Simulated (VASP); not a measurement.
A run of VASP 6.6.1:

File INCAR:

```
PREC = Accurate ; ENCUT = 520
EDIFF = 1E-7 ; ISMEAR = 0
SIGMA = 0.02 ; LREAL = False
LASPH = True ; NELM = 60
ALGO = Normal ; ISIF = 3
LWAVE = False ; LCHARG = False
GGA = PE ; IBRION = 2
NSW = 80 ; EDIFFG = -0.002
```

Contents of KPOINTS:

```
Automatic mesh
0
Gamma
  8 8 8
```

POSCAR

```
BAs                                     
1.0
   -0.0000000000      2.4082108266      2.4082108266
    2.4082108266      0.0000000000      2.4082108266
    2.4082108266      2.4082108266     -0.0000000000
  B               As            
     1     1
Direct
     0.0000000000000000    0.0000000000000000    0.0000000000000000
     0.2500000000000000    0.2500000000000000    0.2500000000000000
```

Potentials or basis: VASP PAW PBE potentials, release 64 (B, As).

Run with:

```bash
$ cat potpaw_PBE.64/B/POTCAR potpaw_PBE.64/As/POTCAR > POTCAR
$ mpirun -np 1 vasp_std > vasp.out
```

Hardware: 1 thread of Intel(R) Xeon(R) Platinum 8375C CPU @ 2.90GHz (Ice Lake), with other jobs on the host.

Estimate the wall time of this run.

Run time: 9.6 s on 1 thread of Intel(R) Xeon(R) Platinum 8375C CPU @ 2.90GHz (Ice Lake), with other jobs on the host, peak memory 0.15 GiB. Counts: scf iterations 13, k points 29, ion steps 1.
